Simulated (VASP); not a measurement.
# CdTe (F-43m) in VASP: a series of runs

The runs below take CdTe through single point, with PBE0.

All numbers are computed with VASP 6.6.1; they aren't measurements. Logs are shortened: lines on timing, memory, paths and dates and some standing lists are left out, and cuts for length are marked.

**1. The crystal as given**

It takes space group F-43m (No. 216, cubic). Conventional cell: a = 6.410 Å, b = 6.410 Å, c = 6.410 Å, α = 90.00°, β = 90.00°, γ = 90.00°. Te (site symmetry -43m) is surrounded by 4 Cd at 2.78 Å. Around Cd (site symmetry -43m) lie 4 Te at 2.78 Å.

**2. Single point, PBE0**

File POSCAR:

```
CdTe
1.0
    0.0000000000      3.2050000000      3.2050000000
    3.2050000000      0.0000000000      3.2050000000
    3.2050000000      3.2050000000      0.0000000000
Te Cd
1 1
Direct
    0.7500000000      0.7500000000      0.7500000000
    0.0000000000      0.0000000000      0.0000000000
```

File INCAR.step1:

```
SYSTEM = CdTe
ALGO = Normal
EDIFF = 1E-5
ENCUT = 400
GGA = PE
ISIF = 2
ISMEAR = 0
LASPH = .True.
LCHARG = .False.
LREAL = .False.
LWAVE = .True.
NBANDS = 17
NELM = 100
NKRED = 1
PREC = Accurate
SIGMA = 0.01
```

File INCAR.step2:

```
SYSTEM = CdTe
AEXX = 0.25
ALGO = Normal
EDIFF = 1E-6
ENCUT = 400
GGA = PE
ISIF = 2
ISMEAR = 0
ISTART = 1
LASPH = .True.
LCHARG = .False.
LHFCALC = .True.
LREAL = .False.
LWAVE = .False.
NBANDS = 17
NELM = 100
NKRED = 1
PREC = Accurate
PRECFOCK = Normal
SIGMA = 0.01
```

File KPOINTS:

```
k-points
0
Gamma
  5 5 5
  0 0 0
```

Potentials or basis: VASP PAW PBE potentials, release 64 (Te, Cd).

Launch:

```bash
$ cat potpaw_PBE.64/Te/POTCAR potpaw_PBE.64/Cd/POTCAR > POTCAR
$ cp INCAR.step1 INCAR
$ mpirun -np 1 vasp_std > vasp.out
$ cp INCAR.step2 INCAR
$ mpirun -np 1 vasp_std > vasp.out
```

OUTCAR:

```text
SYSTEM = CdTe
   AEXX = 0.25
   EDIFF = 1E-6
   ENCUT = 400
   GGA = PE
   ISIF = 2
   ISMEAR = 0
   ISTART = 1
   LASPH = .True.
   LHFCALC = .True.
   LREAL = .False.
   NELM = 100
   NKRED = 1
   PREC = Accurate
   PRECFOCK = Normal

 Found     10 irreducible k-points:

 Following reciprocal coordinates:
            Coordinates               Weight
  0.000000  0.000000  0.000000      1.000000
  0.200000  0.000000  0.000000      8.000000
  0.400000  0.000000  0.000000      8.000000
  0.200000  0.200000  0.000000      6.000000
  0.400000  0.200000  0.000000     24.000000
 -0.400000  0.200000  0.000000     24.000000
   k-points           NKPTS =     10   k-points in BZ     NKDIM =    125   number of bands    NBANDS=     17
   number of dos      NEDOS =    301   number of ions     NIONS =      2
   total plane-waves  NPLWV =  27000
   dimension x,y,z NGX =    30 NGY =   30 NGZ =   30
   dimension x,y,z NGXF=    60 NGYF=   60 NGZF=   60
   ions per type =               1   1
   NGX,Y,Z   is equivalent  to a cutoff of  11.00, 11.00, 11.00 a.u.
   NGXF,Y,Z  is equivalent  to a cutoff of  22.01, 22.01, 22.01 a.u.
 SYSTEM =  CdTe
   PREC   = accura    normal or accurate (medium, high low for compatibility)
   ISTART =      1    job   : 0-new  1-cont  2-samecut
   ICHARG =      0    charge: 1-file 2-atom 10-const
   ISPIN  =      1    spin polarized calculation?
   LNONCOLLINEAR =      F non collinear calculations
   LSORBIT =      F    spin-orbit coupling
   LASPH  =      T    aspherical Exc in radial PAW
   ENCUT  =  400.0 eV  29.40 Ry    5.42 a.u.   7.39  7.39  7.39*2*pi/ulx,y,z
   NELM   =    100;   NELMIN=  2; NELMDL=  0     # of ELM steps
   EDIFF  = 0.1E-05   stopping-criterion for ELM
   LREAL  =      F    real-space projection
   EDIFFG = 0.1E-04   stopping-criterion for IOM
   NSW    =      0    number of steps for IOM
   IBRION =     -1    ionic relax: 0-MD 1-quasi-New 2-CG
   NFREE  =      0    steps in history (QN), initial steepest desc. (CG)
   ISIF   =      2    stress and relaxation
   ISYM   =      3    0-nonsym 1-usesym 2-fastsym
   POTIM  = 0.5000    time-step for ionic-motion
   TEBEG  =    0.0;   TEEND  =   0.0 temperature during run
   PSTRESS=    0.0 pullay stress
   NELECT =      18.0000    total number of electrons
   NUPDOWN=      -1.0000    fix difference up-down
   EMIN   =  10.00;   EMAX   =-10.00  energy-range for DOS
   EFERMI =   0.00;   METHOD = LEGACY
   ISMEAR =     0;   SIGMA  =   0.01  broadening in eV -4-tet -1-fermi 0-gaus
   EFERMI_NEDOS =   21; number of points for ismear=-14 and -15
   IALGO  =     38    algorithm
   IMIX   =      1    mixing-type and parameters
     AMIX     =   0.40;   BMIX     =  1.00
     AMIX_MAG =   1.60;   BMIX_MAG =  1.00
  volume/ion in A,a.u.               =      32.92       222.17
  Fermi-wavevector in a.u.,A,eV,Ry     =   1.062497  2.007828 15.359610  1.128899
  Thomas-Fermi vector in A             =   2.197950
   LORBIT       =      0    0 simple, 1 ext, 2 COOP (PROOUT), +10 PAW based schemes
   GGA     = PE    functional components
   LHFCALC =     T    Hartree Fock is set to
   PRECFOCK=normal    Normal, Fast or Accurate (Low or Medium for compatibility)
   ENCUT4O =  -1.0   cutoff for four orbital integrals eV
   NKREDX  =     1    reduce k-point grid by
   NKREDY  =     1    reduce k-point grid by
   NKREDZ  =     1    reduce k-point grid by
   AEXX    =    0.2500 exact exchange contribution
   HFSCREEN=    0.0000 screening length (either q_TF or 0.3 A-1)
   HFSCREENC=   0.0000 screening length for correlation (either q_TF or 0.3 A-1)
   ENCUTFOCK=  -1.0 apply spherical cutoff to Coloumb kernel
   IVDW    =     0    specifies the selected vdW correction
   LEPSILON=     F    determine dielectric tensor
   LRPA    =     F    only Hartree local field effects (RPA)
 non-spin polarized calculation
 Gauss-broadening in eV      SIGMA  =   0.01
  energy-cutoff  :      400.00
  volume of cell :       65.84
 maximum number of plane-waves:      1243
 NGX is ok and might be reduce to    30
  NGX = 24; NGY = 24; NGZ = 24

 number of electron      18.0000011 magnetization

 Free energy of the ion-electron system (eV)
  ---------------------------------------------------
  ext. energy  EPLUGINS =         0.00000000
  ---------------------------------------------------
  free energy    TOTEN  =        -6.53307666 eV

  energy without entropy =       -6.53307666  energy(sigma->0) =       -6.53307666

 E-fermi :   1.8541     XC(G=0):  -6.9096

 val. band max:        1.8002942906   @ k =   0.0000   0.0000   0.0000
 cond. band min:       4.1051132981   @ k =   0.0000   0.0000   0.0000
 fundamental gap:      2.3048190075
 Fermi energy:         1.8540680234

 k-point     1 :       0.0000    0.0000    0.0000
  band No.  band energies     occupation
      1     -10.6314      2.00000
      2      -7.9682      2.00000
      3      -7.9682      2.00000
      4      -7.9682      2.00000
      5      -7.6770      2.00000
      6      -7.6770      2.00000
      7       1.8003      2.00000
      8       1.8003      2.00000
      9       1.8003      2.00000
     10       4.1051      0.00000
     11       7.9409      0.00000
     12       7.9409      0.00000
     13       7.9409      0.00000
     14      11.0565      0.00000
     15      12.9345      0.00000
     16      12.9345      0.00000
     17      13.6286      0.00000

 k-point     2 :       0.2000    0.0000    0.0000
  band No.  band energies     occupation
      1     -10.4757      2.00000
      2      -7.9402      2.00000
      3      -7.9402      2.00000
      4      -7.8141      2.00000
      5      -7.6782      2.00000
      6      -7.6782      2.00000
      7      -0.5260      2.00000
      8       1.4455      2.00000
      9       1.4455      2.00000
     10       5.2897      0.00000
     11       8.3273      0.00000
     12       8.4309      0.00000
     13       8.4309      0.00000
     14      11.8649      0.00000
     15      11.8649      0.00000
     16      11.9486      0.00000
     17      13.7823      0.00000

 k-point     3 :       0.4000    0.0000    0.0000
  band No.  band energies     occupation
      1     -10.2387      2.00000
      2      -7.9030      2.00000
      3      -7.9030      2.00000
      4      -7.6711      2.00000
      5      -7.6711      2.00000
      6      -7.3372      2.00000
      7      -2.8518      2.00000
      8       0.9716      2.00000
      9       0.9716      2.00000
     10       5.1710      0.00000
     11       8.5747      0.00000
     12       8.5747      0.00000
     13      10.3363      0.00000
     14      11.7729      0.00000
     15      13.1235      0.00000
     16      13.1235      0.00000
     17      16.1748      0.00000

 k-point     4 :       0.2000    0.2000    0.0000
  band No.  band energies     occupation
      1     -10.4255      2.00000
      2      -7.9106      2.00000
      3      -7.9106      2.00000
      4      -7.8180      2.00000
      5      -7.6759      2.00000
      6      -7.6658      2.00000
      7      -0.4519      2.00000
      8       0.8759      2.00000
      9       0.8759      2.00000
     10       6.2235      0.00000
     11       6.6973      0.00000
     12       9.4055      0.00000
     13       9.4055      0.00000
     14      10.2482      0.00000
     15      13.3056      0.00000
     16      13.5311      0.00000
     17      14.7794      0.00000

 k-point     5 :       0.4000    0.2000    0.0000
  band No.  band energies     occupation
      1     -10.2223      2.00000
      2      -7.8804      2.00000
      3      -7.8662      2.00000
      4      -7.7240      2.00000
      5      -7.6602      2.00000
      6      -7.3777      2.00000
      7      -2.2503      2.00000
      8       0.0825      2.00000
      9       0.3997      2.00000
     10       6.2848      0.00000
     11       7.5741      0.00000
     12       9.1380      0.00000
     13       9.9326      0.00000
     14      12.2903      0.00000
     15      13.8032      0.00000
     16      14.0130      0.00000
     17      15.8673      0.00000

 k-point     6 :      -0.4000    0.2000    0.0000
  band No.  band energies     occupation
      1     -10.1519      2.00000
      2      -7.8743      2.00000
      3      -7.8649      2.00000
      4      -7.6896      2.00000
      5      -7.6737      2.00000
      6      -7.1070      2.00000
      7      -2.9801      2.00000
      8      -0.5332      2.00000
      9       0.5697      2.00000
     10       6.3272      0.00000
     11       8.1802      0.00000
     12       9.4761      0.00000
     13      10.4909      0.00000
     14      12.1576      0.00000
     15      12.8157      0.00000
     16      13.7713      0.00000
     17      16.2508      0.00000

 [... further k-points ...]

------------------------ aborting loop because EDIFF is reached ----------------------------------------

  FORCE on cell =-STRESS in cart. coord.  units (eV):
  Direction    XX          YY          ZZ          XY          YZ          ZX
  --------------------------------------------------------------------------------------
  -------------------------------------------------------------------------------------
  Total        1.1617778      1.1617778      1.1617778      0.0000000      0.0000000      0.0000000
  in kB       28.2695923     28.2695923     28.2695923      0.0000000      0.0000000      0.0000000
  external PRESSURE =      28.2695923 kB  Pullay stress =       0.0000000 kB

 VOLUME and BASIS-vectors are now :
 -----------------------------------------------------------------------------
  energy-cutoff  :      400.00
  volume of cell :       65.84
      direct lattice vectors                 reciprocal lattice vectors
     0.000000000  3.205000000  3.205000000    -0.156006240  0.156006240  0.156006240
     3.205000000  0.000000000  3.205000000     0.156006240 -0.156006240  0.156006240
     3.205000000  3.205000000  0.000000000     0.156006240  0.156006240 -0.156006240

 POSITION                                       TOTAL-FORCE (eV/Angst)
 -----------------------------------------------------------------------------------
      4.80750      4.80750      4.80750         0.000000      0.000000      0.000000
      0.00000      0.00000      0.00000        -0.000000     -0.000000     -0.000000
 -----------------------------------------------------------------------------------
    total drift:                                0.000006     -0.000006     -0.000001

  FREE ENERGIE OF THE ION-ELECTRON SYSTEM (eV)
  ---------------------------------------------------
  free  energy   TOTEN  =        -6.5330766611 eV

  energy  without entropy=       -6.5330766611  energy(sigma->0) =       -6.53307666
```

It took 14 min on 1 thread of Intel Xeon 6975P-C (Granite Rapids), shared host; peak memory 0.17 GiB.

These settings aren't checked as converged: the numbers below hold their error.

What came out:

- Free energy: -6.5331 eV
- Pressure: 2.8 GPa
- Band gap on the k mesh: 2.30 eV, direct

Caveat: the PAW data sets were made with another functional, which shifts forces and pressure a little; spin-orbit coupling is left out, which moves the levels of the heavy elements.

**3. Single point, PBE0**

POSCAR is that of step 2.

Changes to INCAR.step1 since step 2:

```diff
@@ -3,3 +3,3 @@
 EDIFF = 1E-5
-ENCUT = 400
+ENCUT = 280
 GGA = PE
```

Changes to INCAR.step2 since step 2:

```diff
@@ -4,3 +4,3 @@
 EDIFF = 1E-6
-ENCUT = 400
+ENCUT = 280
 GGA = PE
@@ -18,3 +18,3 @@
 PREC = Accurate
-PRECFOCK = Normal
+PRECFOCK = Fast
 SIGMA = 0.01
```

File KPOINTS:

```
k-points
0
Gamma
  4 4 4
  0 0 0
```

Potentials or basis: VASP PAW PBE potentials, release 64 (Te, Cd).

Launch:

```bash
$ cat potpaw_PBE.64/Te/POTCAR potpaw_PBE.64/Cd/POTCAR > POTCAR
$ cp INCAR.step1 INCAR
$ mpirun -np 1 vasp_std > vasp.out
$ cp INCAR.step2 INCAR
$ mpirun -np 1 vasp_std > vasp.out
```

OUTCAR:

```text
SYSTEM = CdTe
   AEXX = 0.25
   EDIFF = 1E-6
   ENCUT = 280
   GGA = PE
   ISIF = 2
   ISMEAR = 0
   ISTART = 1
   LASPH = .True.
   LHFCALC = .True.
   LREAL = .False.
   NELM = 100
   NKRED = 1
   PREC = Accurate
   PRECFOCK = Fast

 Found      8 irreducible k-points:

 Following reciprocal coordinates:
            Coordinates               Weight
  0.000000  0.000000  0.000000      1.000000
  0.250000  0.000000  0.000000      8.000000
  0.500000  0.000000  0.000000      4.000000
[... 209 lines left out ...]

  FORCE on cell =-STRESS in cart. coord.  units (eV):
  Direction    XX          YY          ZZ          XY          YZ          ZX
  --------------------------------------------------------------------------------------
  -------------------------------------------------------------------------------------
  Total        1.1718411      1.1718411      1.1718411     -0.0000000      0.0000000     -0.0000000
  in kB       28.5144646     28.5144646     28.5144646     -0.0000000      0.0000000     -0.0000000
  external PRESSURE =      28.5144646 kB  Pullay stress =       0.0000000 kB

 VOLUME and BASIS-vectors are now :
 -----------------------------------------------------------------------------
  energy-cutoff  :      280.00
  volume of cell :       65.84
      direct lattice vectors                 reciprocal lattice vectors
     0.000000000  3.205000000  3.205000000    -0.156006240  0.156006240  0.156006240
     3.205000000  0.000000000  3.205000000     0.156006240 -0.156006240  0.156006240
     3.205000000  3.205000000  0.000000000     0.156006240  0.156006240 -0.156006240

 POSITION                                       TOTAL-FORCE (eV/Angst)
 -----------------------------------------------------------------------------------
      4.80750      4.80750      4.80750         0.000000      0.000000      0.000000
      0.00000      0.00000      0.00000        -0.000000     -0.000000     -0.000000
 -----------------------------------------------------------------------------------
    total drift:                               -0.000039     -0.000059     -0.000036

  FREE ENERGIE OF THE ION-ELECTRON SYSTEM (eV)
  ---------------------------------------------------
  free  energy   TOTEN  =        -6.4958321815 eV

  energy  without entropy=       -6.4958321815  energy(sigma->0) =       -6.49583218
```

OUTCAR.step1:

```text
SYSTEM = CdTe
   EDIFF = 1E-5
   ENCUT = 280
   GGA = PE
   ISIF = 2
   ISMEAR = 0
[... 234 lines left out ...]
      4.80750      4.80750      4.80750        -0.000000     -0.000000     -0.000000
      0.00000      0.00000      0.00000         0.000000      0.000000      0.000000
 -----------------------------------------------------------------------------------
    total drift:                                0.000002      0.000002      0.000002

  FREE ENERGIE OF THE ION-ELECTRON SYSTEM (eV)
  ---------------------------------------------------
  free  energy   TOTEN  =        -4.6541876148 eV

  energy  without entropy=       -4.6541876148  energy(sigma->0) =       -4.65418761
```

OSZICAR.step1:

```text
N       E                     dE             d eps       ncg     rms          rms(c)
DAV:   1     0.694930578586E+02    0.69493E+02   -0.62670E+03   280   0.559E+02
DAV:   2    -0.285102757111E+01   -0.72344E+02   -0.70056E+02   330   0.179E+02
DAV:   3    -0.487806059840E+01   -0.20270E+01   -0.20216E+01   313   0.307E+01
DAV:   4    -0.489845966558E+01   -0.20399E-01   -0.20398E-01   404   0.259E+00
DAV:   5    -0.489854037733E+01   -0.80712E-04   -0.80712E-04   347   0.116E-01    0.599E+00
DAV:   6    -0.467242164207E+01    0.22612E+00   -0.34770E-01   302   0.664E+00    0.482E+00
DAV:   7    -0.465288392211E+01    0.19538E-01   -0.11344E-01   306   0.203E+00    0.176E+00
DAV:   8    -0.465374240982E+01   -0.85849E-03   -0.12004E-02   288   0.109E+00    0.499E-01
DAV:   9    -0.465409961177E+01   -0.35720E-03   -0.10304E-03   313   0.312E-01    0.119E-01
DAV:  10    -0.465414939085E+01   -0.49779E-04   -0.10116E-04   346   0.916E-02    0.607E-02
DAV:  11    -0.465418833428E+01   -0.38943E-04   -0.71939E-05   286   0.548E-02    0.306E-02
DAV:  12    -0.465418761484E+01    0.71943E-06   -0.21102E-06   199   0.120E-02
   1 F= -.46541876E+01 E0= -.46541876E+01  d E =-.467959E-30
```

It took 46 s on 1 thread of Intel Xeon 6975P-C (Granite Rapids), shared host; peak memory 0.15 GiB.

These settings aren't checked as converged: the numbers below hold their error.

What came out:

| Item | Value |
| --- | --- |
| Free energy | -6.4958 eV |
| Band gap on the k mesh | 2.35 eV, direct |

Caveat: the k mesh is coarse (spacing up to 0.42 Å⁻¹), so the values aren't converged, least of all with exact exchange; the cutoff is under 1.25 times the usual one of these potentials, so pressure, stress and relaxed cells hold a basis-set (Pulay) error; the PAW data sets were made with another functional, which shifts forces and pressure a little; spin-orbit coupling is left out, which moves the levels of the heavy elements.
